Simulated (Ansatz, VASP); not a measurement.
## Bi in VASP and in Ansatz

The input INCAR:

```
SYSTEM = Bi
ALGO = Normal
EDIFF = 1E-7
ENCUT = 520
GGA = PS
ISIF = 2
ISMEAR = -1
LASPH = .TRUE.
LCHARG = .FALSE.
LREAL = .FALSE.
LWAVE = .FALSE.
NBANDS = 22
NELM = 80
PREC = Accurate
SIGMA = 0.05
```

KPOINTS

```
k-points
0
G
  7 7 7
  0 0 0
```

Contents of POSCAR:

```
Bi
1.0
    2.2368543514      1.2914484619      3.8847772595
   -2.2368543514      1.2914484619      3.8847772595
    0.0000000000     -2.5828969239      3.8847772595
Bi
2
Direct
    0.7660000000      0.7660000000      0.7660000000
    0.2340000000      0.2340000000      0.2340000000
```

input.yaml

```yaml
crystal:
  lattice:
    - [2.2368543514, 1.2914484619, 3.8847772595]
    - [-2.2368543514, 1.2914484619, 3.8847772595]
    - [0.0, -2.5828969239, 3.8847772595]
  atoms:
    - { symbol: Bi, position: [0.766, 0.766, 0.766] }
    - { symbol: Bi, position: [0.234, 0.234, 0.234] }
hamiltonian:
  xc: pbesol
  pseudopotentials: { kind: paw }
kpoints:
  mp_grid: { grid: [7, 7, 7] }
scf:
  occupations: { method: fermi_dirac, width: 0.05 }
output:
  forces: true
  stress: true
  eigenvalues: true
```

Change from the starting cell: volume scaled by 0.96.

Alike in both runs: task single point; functional PBEsol; k mesh 7 × 7 × 7; occupations fermi-dirac, width 0.05 eV; no spin polarisation.

|  | VASP | Ansatz |
| --- | --- | --- |
| version | VASP 6.6.1 | Ansatz 0.2.0 |
| potentials or method | VASP PAW PBE potentials, release 64 (Bi_d) | Ansatz PAW |
| plane-wave cutoff (eV) | 520 | 420 |
| valence electrons in the cell | 30 | 30 |

|  | VASP | Ansatz | Ansatz less VASP |
| --- | --- | --- | --- |
| gap on the k mesh at the Fermi level (eV) | 0.28 | 0.28 | -0.002 |
| least direct gap on the mesh (eV) | 0.54 | 0.54 | +0.001 |
| pressure (GPa) | 1.8 | 1.8 | +0.06 |
| largest component of the traceless stress (GPa) | 0.38 | 0.38 | 0.000 |
| rms of the force components (eV/Å) | 0.191 | 0.187 | -0.0040 |

Atom by atom the forces differ by 0.004 eV/Å (rms over components).

Caveats: spin-orbit coupling is left out, which as a rule narrows the gap of such compounds by several tenths of an eV; the PAW data sets were made with another functional, which shifts forces and pressure a little (VASP); an odd mesh through Γ misses points on the zone boundary, where band edges often lie (VASP); odd divisions of the mesh miss points on the zone boundary, where band edges often lie, so the gap on the mesh can be too wide (Ansatz); the PAW data sets come from PBE, with cores solved anew for the run's functional, which leaves a small shift of forces and pressure (Ansatz).
